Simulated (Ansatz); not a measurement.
## Vibrational response of Al

Theory: DFT PBE, scalar-relativistic, plane waves, PAW (Ansatz). Settings: 420 eV plane-wave cutoff, Γ-centred 18×18×8 mesh, Fermi-Dirac smearing of 0.15 eV. No spin polarisation. Phonons by linear response, acoustic sum rule imposed.

Relaxed structure:
```
Al
1.0
     2.85325   -0.08877   -0.13728
    -1.34657    2.51734    0.12063
    -1.11998   -0.94074    7.09435
Al
3
Direct
  0.55499 0.77750 0.33231
  0.44501 0.22250 0.66769
  0.00000 0.00000 0.00000
```

The cell was found from a structure generator's guess, not taken from experiment. In a metal, frequencies depend on the k mesh and the smearing, soft modes most. This form isn't the element's ground state: it lies 20 meV/atom above the standard structure at this level.

Problem. Is this structure stable against zone-centre distortions?

Solution. Yes, at Γ: no optical mode is imaginary. Strains and other wave vectors aren't tested by this run.

Problem. List the optical modes at Γ (i marks imaginary ones).

Solution.
| frequency (meV) | degeneracy |
| --- | --- |
| 13.6 | 1 |
| 13.6 | 1 |
| 14.6 | 1 |
| 14.7 | 1 |
| 32.8 | 1 |
| 33.8 | 1 |
